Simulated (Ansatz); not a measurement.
**TaN — ¹⁸¹Ta nuclear quadrupole resonance**

Cell: an entry of the Crystallography Open Database (COD), whose atoms a relaxation with PBE at fixed cell left in place.

```
CELL_PARAMETERS angstrom
2.93800 0.00000 0.00000
-1.46900 2.54438 0.00000
0.00000 0.00000 2.88300
ATOMIC_POSITIONS crystal
Ta 0.33333 0.66667 0.50000
N 0.00000 0.00000 0.00000
```

Atoms are numbered from 1 in the order listed; like atoms form one site, named after its first atom.

Computed with Ansatz: DFT, PBE, plane waves and PAW, scalar-relativistic, collinear spin, 420 eV cutoff, Γ-centred 18×18×16 k-points, Fermi–Dirac smearing 0.05 eV. Start moments as typed (μB): 2 on each Ta, none on the rest.

¹⁸¹Ta: I = 7/2, Q = 3170 mb (year-2017 value). Static lattice, zero field.

Problem. Predict the zero-field ¹⁸¹Ta lines of each site.

Solution. For I = 7/2 and η = 0 the lines are |C_Q|/14 times 1, 2 and 3; η shifts the lowest up most.

```
site  atoms  V_zz (10²¹ V/m²)  C_Q (MHz)     η  line frequencies (MHz)
  Ta      1              5.22        400  0.00        28.6, 57.1, 85.7
```

An axis of threefold or higher order runs through Ta, so V_zz lies along it and η is zero.

At this cell the principal stresses reach 5 GPa in size with PBE, which can matter for small gradients. The run finds no gap above 0.1 eV (a metal, or nearly one), so the gradients can move by 10 % or more with the k-mesh. Without spin–orbit coupling the gradients at and beside Ta can be off by some per cent, at some sites by more. With these PAW files V_zz is typically within 2 to 3 % of all-electron values, but misses above 10 % occur on Ta. Semilocal functionals make gaps too small and can close them, so the real compound need not be a metal. The start moments die out, and the run ends without spin.
